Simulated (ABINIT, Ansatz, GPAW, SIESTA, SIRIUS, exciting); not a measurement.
# Mo: programs and potentials compared

```xyz
1
Lattice="-1.5944 1.5913 1.5845 1.6124 -1.5431 1.5543 1.6066 1.5553 -1.5363" Properties=species:S:1:pos:R:3 pbc="T T T"
Mo   -0.0831   -0.0073   -0.0091
```

The given cell was strained at random by a few per cent at fixed volume.

Alike in all runs: task single point; functional PBEsol; k mesh 12 × 12 × 12; occupations fermi-dirac, width 0.05 eV; no spin polarisation; no spin-orbit coupling. Pressure is positive in compression and, in plane waves, holds the error of the finite cutoff, which Ansatz's Pulay term estimates and takes out.

```tsv
program and potentials	plane-wave cutoff (eV)	notes	band gap (eV)	pressure (GPa)	energy over the undisturbed cell (meV/atom)
Ansatz, Ansatz PAW	420	potentials made for PBE, which Ansatz adapts in part	?	?	?
GPAW, PAW data sets generated for this functional	600	-	no gap	-9.72	12.18
exciting, all-electron LAPW+lo, shipped species files, valence relativity iora*	-	-	no gap	-	12.25
SIESTA, files PseudoDojo sr-pbesol-0.4.1-standard, DZP (energy shift 0.003 Ry; two zetas on semicore shells)	-	atomic basis	no gap	-6.35	13.08
Ansatz, all-electron LAPW, scalar-relativistic	-	-	no gap	-9.36	-
ABINIT, PseudoDojo NC SR PBEsol v0.4.1 standard	1088	-	no gap	-9.12	12.23
SIRIUS, PseudoDojo 0.4.1 PBEsol standard (scalar relativistic)	1102	-	no gap	-9.11	12.23
```

Q: Estimate from the other rows what the run with Ansatz, Ansatz PAW gave.

A: No band gap; pressure -9.36 GPa; energy over the undisturbed cell 12.20 meV/atom. Its pressure holds a Pulay term of +0.03 GPa. The other rows, which needn't bracket it: pressure -9.72 to -6.35; energy over the undisturbed cell 12.18 to 13.08.
